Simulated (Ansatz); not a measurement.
BN:

```xyz
4
Lattice="2.5539 0.0000 0.0000 -1.2770 2.2118 0.0000 0.0000 0.0000 4.2269" Properties=species:S:1:pos:R:3 pbc="T T T"
N     0.0000    1.4745    0.5295
N     1.2770    0.7373    2.6430
B     0.0000    1.4745    2.1123
B     1.2770    0.7373    4.2257
```

Measurements of this composition are mostly on another form, of space group No. 194.

```yaml
Program: Ansatz 0.2.0
Task: relaxation of cell and atoms
Functional: LDA
Potentials_or_basis: Ansatz PAW
Cutoff: "420 eV (not typed: the program's choice for these potentials)"
k_mesh: 9 × 9 × 5
Occupations: fermi-dirac, width 0.05 eV
Spin: no spin polarisation
```

At the start: volume 5.97 Å³/atom.

How do energy, volume and symmetry change on relaxing?

It ends after 9 steps and the volume is 5.76 Å³/atom (-3.6 %); space group P6_3mc (No. 186, to 0.05 Å).

The path:
```csv
step,energy change (eV),largest force (eV/Å),volume (Å³)
1,0.0000,0.0232,23.88
2,-0.0350,0.0021,23.37
3,-0.0437,0.0010,23.03
4,-0.0436,0.0119,23.04
5,-0.0436,0.0060,23.04
6,-0.0436,0.0000,23.04
7,-0.0377,0.0002,23.04
8,-0.0379,0.0000,23.02
9,-0.0377,0.0001,23.02
```

Final structure:
```
N B
1.0
     2.52324    0.00000    0.00000
    -1.26162    2.18519    0.00000
     0.00000    0.00000    4.17518
N B
2 2
Cartesian
  0.0000 1.4568 0.5232
  1.2616 0.7284 2.6107
  0.0000 1.4568 2.0863
  1.2616 0.7284 4.1739
```

Caveat: the plane-wave basis is chosen anew once the cell has moved, so the energies of steps on either side of that aren't comparable; the pressure holds a Pulay correction of +1.3 GPa for the finite cutoff; the PAW data sets come from PBE, with cores solved anew for the run's functional, which leaves a small shift of forces and pressure.
